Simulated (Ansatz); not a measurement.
Runs of Ansatz 0.2.0 on Ge. It takes space group Fd-3m (No. 227, cubic). Conventional cell: a = 5.658 Å, b = 5.658 Å, c = 5.658 Å, α = 90.00°, β = 90.00°, γ = 90.00°. Around Ge (site symmetry -43m) lie 4 Ge at 2.45 Å. 

| task | level | potentials or basis | spin | cell | cutoff (eV) | points for each segment of the path | q mesh | gap on the mesh (eV) | pressure (GPa) | V0 of scaled cells (Å³/atom) | relaxed volume (Å³/atom) | B0 (GPa) |
| --- | --- | --- | --- | --- | --- | --- | --- | --- | --- | --- | --- | --- |
| relaxation of cell and atoms | rPW86-PBE+rVV10 | Ansatz PAW | off | relaxed | 420 | - | - | none | 0.0 | - | 24.43 | - |
| relaxation of cell and atoms | exchange-only PBE | Ansatz PAW | off | relaxed | 420 | - | - | - | 0.0 | - | 28.75 | - |
| equation of state | PBEsol | Ansatz PAW | SOC, no magnetisation | as given | 420 | - | - | - | - | 22.85 | - | 66 |
| density of states | PBE | Ansatz PAW | off | as given | 420 | - | - | none | (b) | - | - | - |
| equation of state | PBEsol | PseudoDojo PBEsol | off | as given | 1061 | - | - | - | - | 22.86 | - | 66 |
| band structure | PBE | PseudoDojo standard (PBE files) | off | as given | 1061 | 14 | - | none | 3.8 | - | - | - |
| relaxation of cell and atoms | LDA | Ansatz PAW | off | relaxed | 420 | - | - | - | 0.0 | - | 22.21 | - |
| relaxation of cell and atoms | RPBE+D4 | Ansatz PAW | off | relaxed | 420 | - | - | none | 0.0 | - | 22.83 | - |
| band structure | BLYP | Ansatz PAW | off | as given | 420 | 14 | - | none | 7.3 | - | - | - |
| phonons | r2SCAN | Ansatz PAW | off | as given | 500 | 8 | 2 × 2 × 2 | (a) | - | - | - | - |

Alike in all rows: k mesh 8 × 8 × 8; smearing fermi-dirac 0.05 eV.

**Question.** Fill in the values left out.

**Answer.** (a) 0.44; (b) 3.6.

Caveats: the PAW data sets come from PBE, with cores solved anew for the run's functional, which leaves a small shift of forces and pressure (some runs); this crystal is a semiconductor, whose small gap the functional closes, so the metal is an error of the method (some runs); the plane-wave basis is chosen anew once the cell has moved, so the energies of steps on either side of that aren't comparable (some runs); pairwise dispersion overbinds metals, which lowers pressure and volume (some runs); the volume moved by over 15 % at a fixed basis, so the end points are rough (some runs); the volume moved by +27 % from the deposited cell, more than functionals usually miss (some runs).

A k mesh can miss the band edges, and rows without SOC leave out spin-orbit coupling on Ge.

A gap of «none» marks a metal or a gap under the smearing width.
